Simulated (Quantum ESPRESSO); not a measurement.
**Ge under changes of volume**

One of the cells (18.253 Å³/atom); the others are scaled copies at fixed shape and fractional positions:

```
CELL_PARAMETERS angstrom
1.48805 -2.59469 0.00000
1.48805 2.59469 0.00000
0.00000 0.00000 4.72760
ATOMIC_POSITIONS crystal
Ge 0.33345 0.66655 0.25000
Ge 0.66655 0.33345 0.75000
```

This isn't the form of Ge at room conditions, which is diamond.

```yaml
Program: Quantum ESPRESSO 7.5
Functional: PBEsol
Potentials_or_basis: GBRV 1.5 PBEsol
Cutoff: 612 eV
Density_cutoff: 4898 eV
k_mesh: 10 × 10 × 6
Occupations: fermi-dirac, width 0.05 eV
Spin: no spin polarisation
```

| volume (Å³/atom) | energy over the lowest point (meV/atom) | pressure (GPa) | largest force (eV/Å) |
| --- | --- | --- | --- |
| 17.158 | 21.26 | 5.8 | 0.003 |
| 17.523 | 9.87 | 3.7 | 0.002 |
| 17.888 | ? | ? | ? |
| 18.253 | 0.00 | 0.2 | 0.001 |
| 18.618 | 0.67 | -1.2 | 0.000 |
| 18.984 | 4.60 | -2.6 | 0.001 |
| 19.349 | 11.44 | -3.8 | 0.001 |

Q: What does the run at 17.888 Å³/atom give?

A: Energy over the lowest point 2.92 meV/atom; pressure 1.9 GPa; largest force 0.001 eV/Å.

Worked out: A Birch-Murnaghan fit of order 3 (a polynomial in V^(-2/3)) to the other rows has its minimum at 18.36 Å³/atom with B0 = V·E''(V) = 77 GPa and B' = 4.3 at fixed shape and positions, which overstates the stiffness. It gives 2.93 meV/atom at 17.888 Å³/atom, against the run's 2.92, and -dE/dV = 2.1 GPa, against 1.9.

Energies are extrapolated to zero smearing.
